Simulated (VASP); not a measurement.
Si: relaxation of cell and atoms with PBEsol

Crystal: Si.

```
Si
1.0
     0.00000    2.71785    2.71785
     2.71785    0.00000    2.71785
     2.71785    2.71785    0.00000
Si
2
Direct
  0.75000 0.75000 0.75000
  0.50000 0.50000 0.50000
```

| Item | Value |
| --- | --- |
| Program | VASP 6.6.1 |
| Task | relaxation of cell and atoms |
| Functional | PBEsol |
| Potentials or basis | VASP PAW PBE potentials, release 64 (Si) |
| Cutoff | 600 eV |
| k mesh | 10 × 10 × 10 |
| Occupations | gaussian, width 0.03 eV |
| Spin | no spin polarisation |
| Further INCAR settings | ALGO = Normal; EDIFF = 1e-07; IBRION = 2; EDIFFG = -0.005; NSW = 90; ISIF = 3 |

- Pressure after relaxing: 0.0 GPa
- Band gap on the k mesh: 0.47 eV, indirect (least direct gap 2.52 eV)

Final structure:
```
Si
1.0
     0.00000    2.71785    2.71785
     2.71785    0.00000    2.71785
     2.71785    2.71785    0.00000
Si
2
Direct
  0.75000 0.75000 0.75000
  0.50000 0.50000 0.50000
```

Levels at points of the mesh, in eV from the valence-band top:
```
           k point  band 1  band 2  band 3  band 4  band 5  band 6  band 7  band 8
(0.00, 0.00, 0.00)  -11.97    0.00    0.00    0.00    2.52    2.52    2.52    3.29
(0.50, 0.00, 0.00)   -9.63   -7.00   -1.20   -1.20    1.46    3.27    3.27    7.51
(0.50, 0.50, 0.00)   -7.82   -7.82   -2.87   -2.87    0.59    0.59   10.04   10.04
```

Run time: 12 s on 1 thread of Intel(R) Xeon(R) Platinum 8259CL CPU @ 2.50GHz (Skylake/Cascade Lake), on a shared host, peak memory 0.17 GiB.

Caveat: the relaxation stopped at its first step, so nothing moved; the PAW data sets were made with another functional, which shifts forces and pressure a little. A k mesh can miss the band edges.
